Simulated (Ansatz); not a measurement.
Pt under changes of volume

One of the cells (15.080 Å³/atom); the others are scaled copies at fixed shape and fractional positions:

```xyz
1
Lattice="0.0000 1.9609 1.9609 1.9609 0.0000 1.9609 1.9609 1.9609 0.0000" Properties=species:S:1:pos:R:3 pbc="T T T"
Pt    0.0000    0.0000    0.0000
```

| Item | Value |
| --- | --- |
| Program | Ansatz 0.2.0 |
| Functional | PBE |
| Potentials or basis | Ansatz PAW |
| Cutoff | 420 eV (not typed: the program's choice for these potentials) |
| k mesh | 12 × 12 × 12 |
| Occupations | fermi-dirac, width 0.05 eV |
| Spin | no spin polarisation |

| volume (Å³/atom) | energy over the lowest point (meV/atom) | pressure (GPa) |
| --- | --- | --- |
| 14.175 | 133.02 | 32.1 |
| 14.477 | 80.52 | 23.9 |
| 14.778 | 42.51 | 16.7 |
| 15.080 | ? | ? |
| 15.381 | 3.65 | 4.6 |
| 15.683 | 0.00 | -0.5 |
| 15.985 | 5.28 | -4.9 |

**Question.** What does the run at 15.080 Å³/atom give?

**Answer.** Energy over the lowest point 17.37 meV/atom; pressure 10.3 GPa.

Worked out: A Birch-Murnaghan fit of order 3 (a polynomial in V^(-2/3)) to the other rows has its minimum at 15.65 Å³/atom with B0 = V·E''(V) = 250 GPa and B' = 5.3. It gives 17.38 meV/atom at 15.080 Å³/atom, against the run's 17.37, and -dE/dV = 10.2 GPa, against 10.3.

Energies are extrapolated to zero smearing.
